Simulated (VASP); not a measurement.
# TiTe2 (P-3m1) in VASP: a series of runs

The runs below take TiTe2 through relaxation of cell and atoms, relaxation of shape and atoms at fixed volume, with PBE.

Program: VASP 6.6.1. These are calculated values, not measurements. Logs are shortened: lines on timing, memory, paths and dates and some standing lists are left out, and cuts for length are marked.

### 1 The crystal as given

It takes space group P-3m1 (No. 164, trigonal). Conventional cell: a = 3.789 Å, b = 3.789 Å, c = 6.601 Å, α = 90.00°, β = 90.00°, γ = 120.00°. Around Ti (site symmetry -3m) lie 6 Te at 2.77 Å. Around Te (site symmetry 3m) lie 3 Ti at 2.77 Å.

### 2 Relaxation of cell and atoms, PBE

INCAR reads:

```
PREC = Accurate
ENCUT = 300
EDIFF = 1E-7
ISMEAR = 1
SIGMA = 0.1
LREAL = False
LASPH = True
NELM = 80
ALGO = Normal
ISIF = 3
LWAVE = False
LCHARG = False
GGA = PE
IBRION = 2
NSW = 90
EDIFFG = -0.005
```

KPOINTS reads:

```
regular mesh
0
Gamma
  6 6 3
```

POSCAR reads:

```
TiTe2                                   
1.0
    3.7886502813      0.0000000000     -0.0000000000
   -1.8943251407      3.2810673897     -0.0000000000
   -0.0000000000     -0.0000000000      6.6005631365
  Ti              Te            
     1     2
Direct
     1.0000000000000000    0.0000000000000000    0.0000000000000000
     0.6666666667000030    0.3333333332999970    0.2572344013088060
     0.3333333332999970    0.6666666667000030    0.7427655986911939
```

Potentials or basis: VASP PAW PBE potentials, release 64 (Ti, Te).

On the command line:

```console
$ cat potpaw_PBE.64/Ti/POTCAR potpaw_PBE.64/Te/POTCAR > POTCAR
$ mpirun -np 1 vasp_std > vasp.out
```

OUTCAR:

```text
PREC = Accurate
   ENCUT = 300
   EDIFF = 1E-7
   ISMEAR = 1
   LREAL = False
   LASPH = True
   NELM = 80
   ISIF = 3
   GGA = PE
   IBRION = 2
   NSW = 90
   EDIFFG = -0.005

 ion  position               nearest neighbor table
   1  0.000  0.000  0.000-   2 2.77   3 2.77   2 2.77   3 2.77   2 2.77   3 2.77
   2  0.667  0.333  0.257-   1 2.77   1 2.77   1 2.77
   3  0.333  0.667  0.743-   1 2.77   1 2.77   1 2.77

  LATTYP: Found a hexagonal cell.
 ALAT       =     3.7886502813
 C/A-ratio  =     1.7421938280

  Lattice vectors:

 A1 = (   3.7886502813,   0.0000000000,   0.0000000000)
 A2 = (  -1.8943251407,   3.2810673897,   0.0000000000)
 A3 = (   0.0000000000,   0.0000000000,   6.6005631365)

Analysis of symmetry for initial positions (statically):
=====================================================================
 Subroutine PRICEL returns:
 Original cell was already a primitive cell.

 Routine SETGRP: Setting up the symmetry group for a
 hexagonal supercell.

 Subroutine GETGRP returns: Found 12 space group operations
 (whereof 12 operations were pure point group operations)
 out of a pool of 24 trial point group operations.

The static configuration has the point symmetry D_3d.

Analysis of symmetry for dynamics (positions and initial velocities):
=====================================================================
 Subroutine PRICEL returns:
 Original cell was already a primitive cell.

 Routine SETGRP: Setting up the symmetry group for a
 hexagonal supercell.

 Subroutine GETGRP returns: Found 12 space group operations
 (whereof 12 operations were pure point group operations)
 out of a pool of 24 trial point group operations.

The dynamic configuration has the point symmetry D_3d.

 Subroutine INISYM returns: Found 12 space group operations
 (whereof 12 operations are pure point group operations),
 and found     1 'primitive' translations

----------------------------------------------------------------------------------------

                                     Primitive cell

  volume of cell :      82.0504

  direct lattice vectors                    reciprocal lattice vectors
     3.788650281  0.000000000  0.000000000     0.263946241  0.152389433  0.000000000
    -1.894325141  3.281067390  0.000000000     0.000000000  0.304778867  0.000000000
     0.000000000  0.000000000  6.600563136     0.000000000  0.000000000  0.151502225

  length of vectors
     3.788650281  3.788650281  6.600563136     0.304778867  0.304778867  0.151502225

  position of ions in fractional coordinates (direct lattice)
     0.000000000  0.000000000  0.000000000
     0.666666667  0.333333333  0.257234401
     0.333333333  0.666666667  0.742765599

  ion indices of the primitive-cell ions
   primitive index   ion index
                 1           1
                 2           2
                 3           3

----------------------------------------------------------------------------------------

 KPOINTS: regular mesh

Automatic generation of k-mesh.
 Grid dimensions read from file:
 generate k-points for:    6    6    3

 Generating k-lattice:

  Cartesian coordinates                     Fractional coordinates (reciprocal lattice)
     0.043991040  0.025398239  0.000000000     0.166666667  0.000000000  0.000000000
     0.000000000  0.050796478  0.000000000     0.000000000  0.166666667  0.000000000
     0.000000000  0.000000000  0.050500742     0.000000000  0.000000000  0.333333333

  Length of vectors
     0.050796478  0.050796478  0.050500742

  Shift w.r.t. Gamma in fractional coordinates (k-lattice)
     0.000000000  0.000000000  0.000000000

 Subroutine IBZKPT returns following result:
 ===========================================

 Found     17 irreducible k-points:

 Following reciprocal coordinates:
            Coordinates               Weight
  0.000000  0.000000  0.000000      1.000000
  0.166667 -0.000000  0.000000      6.000000
  0.333333  0.000000  0.000000      6.000000
  0.500000  0.000000  0.000000      3.000000
  0.166667  0.166667  0.000000      6.000000
  0.333333  0.166667  0.000000     12.000000
[... 9 lines left out ...]
 -0.166667  0.500000  0.333333     12.000000
  0.333333  0.333333  0.333333      4.000000
   k-points           NKPTS =     17   k-points in BZ     NKDIM =     17   number of bands    NBANDS=     12
   number of dos      NEDOS =    301   number of ions     NIONS =      3
   total plane-waves  NPLWV =  23040
   dimension x,y,z NGX =    24 NGY =   24 NGZ =   40
   dimension x,y,z NGXF=    48 NGYF=   48 NGZF=   80
   ions per type =               1   2
   NGX,Y,Z   is equivalent  to a cutoff of  10.53, 10.53, 10.07 a.u.
   NGXF,Y,Z  is equivalent  to a cutoff of  21.06, 21.06, 20.15 a.u.
 SYSTEM =  unknown system
   PREC   = accura    normal or accurate (medium, high low for compatibility)
   ISTART =      0    job   : 0-new  1-cont  2-samecut
   ICHARG =      2    charge: 1-file 2-atom 10-const
   ISPIN  =      1    spin polarized calculation?
   LNONCOLLINEAR =      F non collinear calculations
   LSORBIT =      F    spin-orbit coupling
   LASPH  =      T    aspherical Exc in radial PAW
   ENCUT  =  300.0 eV  22.05 Ry    4.70 a.u.   5.35  5.35  9.32*2*pi/ulx,y,z
   NELM   =     80;   NELMIN=  2; NELMDL= -5     # of ELM steps
   EDIFF  = 0.1E-06   stopping-criterion for ELM
   LREAL  =      F    real-space projection
   EDIFFG = -.5E-02   stopping-criterion for IOM
   NSW    =     90    number of steps for IOM
   IBRION =      2    ionic relax: 0-MD 1-quasi-New 2-CG
   NFREE  =      1    steps in history (QN), initial steepest desc. (CG)
   ISIF   =      3    stress and relaxation
   ISYM   =      2    0-nonsym 1-usesym 2-fastsym
   POTIM  = 0.5000    time-step for ionic-motion
   TEBEG  =    0.0;   TEEND  =   0.0 temperature during run
   PSTRESS=    0.0 pullay stress
   NELECT =      16.0000    total number of electrons
   NUPDOWN=      -1.0000    fix difference up-down
   EMIN   =  10.00;   EMAX   =-10.00  energy-range for DOS
   EFERMI =   0.00;   METHOD = LEGACY
   ISMEAR =     1;   SIGMA  =   0.10  broadening in eV -4-tet -1-fermi 0-gaus
   EFERMI_NEDOS =   21; number of points for ismear=-14 and -15
   IALGO  =     38    algorithm
   IMIX   =      4    mixing-type and parameters
     AMIX     =   0.40;   BMIX     =  1.00
     AMIX_MAG =   1.60;   BMIX_MAG =  1.00
  volume/ion in A,a.u.               =      27.35       184.57
  Fermi-wavevector in a.u.,A,eV,Ry     =   0.949339  1.793990 12.262174  0.901244
  Thomas-Fermi vector in A             =   2.077612
   LORBIT       =      0    0 simple, 1 ext, 2 COOP (PROOUT), +10 PAW based schemes
   GGA     = PE    functional components
   LHFCALC =     F    Hartree Fock is set to
   AEXX    =    0.0000 exact exchange contribution
   IVDW    =     0    specifies the selected vdW correction
   LEPSILON=     F    determine dielectric tensor
   LRPA    =     F    only Hartree local field effects (RPA)
 conjugate gradient relaxation of ions
 non-spin polarized calculation
 Methfessel and Paxton  Order N= 1 SIGMA  =   0.10
  energy-cutoff  :      300.00
  volume of cell :       82.05
 maximum number of plane-waves:       991
 NGX is ok and might be reduce to    24
   NGX = 11   NGY = 11   NGZ = 19

--------------------------------------- Ionic step        1  -------------------------------------------

 number of electron      15.9999998 magnetization

 Free energy of the ion-electron system (eV)
  ---------------------------------------------------
  ext. energy  EPLUGINS =         0.00000000
  ---------------------------------------------------
  free energy    TOTEN  =       -16.10603129 eV

  energy without entropy =      -16.10809621  energy(sigma->0) =      -16.10671960

------------------------ aborting loop because EDIFF is reached ----------------------------------------

  FORCE on cell =-STRESS in cart. coord.  units (eV):
  Direction    XX          YY          ZZ          XY          YZ          ZX
  --------------------------------------------------------------------------------------
  -------------------------------------------------------------------------------------
  Total        0.0157555      0.0157555      0.0135101     -0.0000000      0.0000000      0.0000000
  in kB        0.3076529      0.3076529      0.2638075     -0.0000000      0.0000000      0.0000000
  external PRESSURE =       0.2930378 kB  Pullay stress =       0.0000000 kB
[... 59 lines left out ...]
  energy  without entropy=      -16.1080732103  energy(sigma->0) =      -16.10671319

--------------------------------------- Ionic step        3  -------------------------------------------

 number of electron      15.9999998 magnetization

 Free energy of the ion-electron system (eV)
  ---------------------------------------------------
  ext. energy  EPLUGINS =         0.00000000
  ---------------------------------------------------
  free energy    TOTEN  =       -16.10603420 eV

  energy without entropy =      -16.10808468  energy(sigma->0) =      -16.10671769

 E-fermi :   5.4158     XC(G=0):  -9.6423

 val. band max:        5.3229026655   @ k =   0.3333   0.0000   0.3333
 cond. band min:       5.4362823141   @ k =   0.5000   0.0000   0.0000
 fundamental gap:      0.1133796486
 Fermi energy:         5.4158254043

 k-point     1 :       0.0000    0.0000    0.0000
  band No.  band energies     occupation
      1      -6.8969      2.00000
      2      -5.5126      2.00000
      3       0.3327      2.00000
      4       3.7258      2.00000
      5       3.7258      2.00000
      6       5.7662     -0.00001
      7       5.7810     -0.00000
      8       5.7810     -0.00000
      9       5.8304     -0.00000
     10       6.4535     -0.00000
     11       6.4535     -0.00000
     12       8.4884      0.00000
[... 268 lines left out ...]
  FREE ENERGIE OF THE ION-ELECTRON SYSTEM (eV)
  ---------------------------------------------------
  free  energy   TOTEN  =       -16.1060341989 eV

  energy  without entropy=      -16.1080846835  energy(sigma->0) =      -16.10671769

 reached required accuracy - stopping structural energy minimisation
```

Wall time 25 s (1 thread of Intel Xeon Platinum 8488C (Sapphire Rapids), shared host); peak memory 0.16 GiB.

Results:

```
Free energy                            : -16.1060 eV
Relaxed volume                         : 27.36 Å³/atom
Relaxed cell                           : a = 3.789 Å, b = 3.789 Å, c = 6.601 Å, α = 90.00°, β = 90.00°, γ = 120.00°
Space group after relaxing (to 0.05 Å) : P-3m1 (No. 164)
Energy gained by relaxing              : 0.0 meV/atom
Ionic steps                            : 3
Pressure after relaxing                : 0.0 GPa
Largest force after relaxing           : 0.004 eV/Å
Band gap on the k mesh                 : none (metal or under the smearing width)
```

Forces on the atoms (eV/Å):
```
Ti   0.000  0.000  0.000
Te   0.000  0.000 -0.004
Te   0.000  0.000  0.004
```

Final structure:
```cif
data_structure
_symmetry_space_group_name_H-M 'P 1'
_symmetry_Int_Tables_number 1
_cell_length_a 3.7892
_cell_length_b 3.7892
_cell_length_c 6.6014
_cell_angle_alpha 90.000
_cell_angle_beta 90.000
_cell_angle_gamma 120.000
_cell_volume 82.08
loop_
_atom_site_label
_atom_site_type_symbol
_atom_site_fract_x
_atom_site_fract_y
_atom_site_fract_z
_atom_site_occupancy
Ti1 Ti 0.00000 0.00000 0.00000 1
Te1 Te 0.66667 0.33333 0.25723 1
Te2 Te 0.33333 0.66667 0.74277 1
```

Caveat: this functional lacks dispersion, which binds the layers, so the pressure and a relaxed spacing across them are unreliable. The run has no spin-orbit coupling, so splittings on Te are missing.

(Part 1 of 2 ends here.)
